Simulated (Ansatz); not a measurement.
# TiH: the cost of one run

Program: Ansatz 0.2.0. Level of theory: DFT r2SCAN, scalar-relativistic, plane waves, PAW. These are calculated values, not measurements.

3 further runs of the same task are left out: 3 set aside as unsound or not needed.

## 1. The system as given

The structure is tetragonal, space group P4_2/mmc (No. 131). The conventional cell has a = 2.947 Å, b = 2.947 Å, c = 4.568 Å, α = 90.00°, β = 90.00°, γ = 90.00°. Ti (site symmetry mmm) has 4 H at 1.86 Å as nearest neighbours. H (site symmetry -4m2) has 4 Ti at 1.86 Å as nearest neighbours.

As a file:

```
Ti H
1.0
     2.94749    0.00000    0.00000
     0.00000    2.94749    0.00000
     0.00000    0.00000    4.56814
Ti H
2 2
Cartesian
  1.4737 0.0000 2.2841
  0.0000 1.4737 0.0000
  0.0000 0.0000 1.1420
  0.0000 0.0000 3.4261
```

Source of the structure: the Materials Project (structure only).

(A quick probe on a coarse mesh, which set the mesh and smearing, is not shown.)

## 3. Relaxing cell and atoms

Input file input.yaml:

```yaml
crystal:
  lattice:
    - [2.9474928546, 0.0, 0.0]
    - [0.0, 2.9474928546, 0.0]
    - [0.0, 0.0, 4.56814048]
  atoms:
    - { symbol: Ti, position: [0.5, 0.0, 0.5] }
    - { symbol: Ti, position: [0.0, 0.5, 0.0] }
    - { symbol: H, position: [0.0, 0.0, 0.25] }
    - { symbol: H, position: [0.0, 0.0, 0.75] }
basis:
  ecutwfc: 500
kpoints:
  mp_grid: { grid: [12, 12, 8] }
hamiltonian:
  xc: r2scan
scf:
  occupations: { method: gaussian, width: 0.1 }
output:
  forces: true
  stress: true
  eigenvalues: true
relax:
  adjacent_minimum: "off"
  f_tol: 0.02
  max_steps: 70
  cell: { stress_tol: 0.1 }
```

Started as:

```
$ ansatz run input.yaml --threads 2 --pin off --max-ram 5120MiB --backend cpu --events-out ev --progress --plain --runs-dir out
```

Q: Estimate wall time and peak memory on 2 threads of Arm Neoverse V1, shared host.

About 24 s, with a peak of 0.49 GiB.
